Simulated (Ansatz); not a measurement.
BN (F-43m), work and stress of cleavage

The calculation used DFT r2SCAN, scalar-relativistic, plane waves, PAW (Ansatz). Settings: plane waves to 500 eV, k-mesh 10×10×2 (Γ-centred), Gaussian smearing 0.05 eV. No spin polarisation. Energies are free energies at this smearing, counted from the undisturbed cell; pressure is positive in compression.

The starting cell (relaxed at this level):

```
CELL_PARAMETERS angstrom
1.80481 -1.80481 0.00000
1.80481 0.00000 -1.80481
7.21926 7.21926 7.21926
ATOMIC_POSITIONS crystal
B 0.00000 0.00000 0.39580
B 0.33333 0.33333 0.22913
B 0.66667 0.66667 0.56247
B 0.00000 0.00000 0.89580
B 0.33333 0.33333 0.72913
B 0.66667 0.66667 0.06247
N 0.66667 0.66667 0.43747
N 0.00000 0.00000 0.27080
N 0.33333 0.33333 0.60413
N 0.66667 0.66667 0.93747
N 0.00000 0.00000 0.77080
N 0.33333 0.33333 0.10413
```

The cut lies on the cell's a–b face, a (1 -1 1) plane (indices in the standard cell, whose axes needn't be the Cartesian ones shown) of area 5.64 Å², between layers 1.56 Å apart. Vector c is lengthened by d along the normal with the atoms' Cartesian places fixed: one unrelaxed cut a cell. The traction is positive where the two halves pull on each other.

| d (Å) | energy (J/m²) | traction (GPa) |
| --- | --- | --- |
| -0.30 | 4.84 | -421.5 |
| -0.15 | 0.90 | -137.1 |
| 0.00 | 0.00 | 0.0 |
| 0.25 | 1.29 | 84.3 |
| 0.50 | 3.66 | 99.3 |
| 0.75 | 6.08 | 92.3 |
| 1.00 | 8.22 | 78.7 |
| 1.50 | 11.43 | 50.4 |
| 2.00 | 13.35 | 28.0 |
| 3.00 | 14.86 | 6.2 |
| 4.50 | 15.15 | 0.4 |
| 6.00 | 15.19 | 0.1 |

Question: What are the work of separation and the cleavage stress, and do they fit the universal binding curve?

Answer: The energy levels off near W ≈ 15.19 J/m² (the traction is down to 0.1 GPa), the energy of the two unrelaxed faces, 7.60 J/m² each on average. The largest sampled traction is 99.3 GPa at d = 0.50 Å, and a parabola through it and its two neighbours peaks at σ_max ≈ 99.7 GPa, d ≈ 0.55 Å. The curve E = W[1 − (1 + d/ℓ)exp(−d/ℓ)] peaks in traction at d = ℓ with σ_max = W/(eℓ); with 1 J/m² per Å = 10 GPa this W and σ_max give ℓ = 0.56 Å. A parabola through that curve at the same three d peaks at 0.59 Å, against 0.55 Å here, a fair fit. The cut parts unlike faces (N and B); in an ionic crystal that makes them polar, and the energy then depends on the thickness of the slab. The opened faces are metallic here, and spin polarisation, left out, could lower W. Real crystals break at far lower stress, because cracks concentrate it, and on the plane of lowest W, which needn't be this one.

The cut is rigid; relaxing the faces lowers these energies and usually the stresses.

The gap closes along the scan, which can put kinks into the curve.

Cost: 12 runs of about 5.7 core-minutes in all, on Arm Neoverse V2 (shared hosts).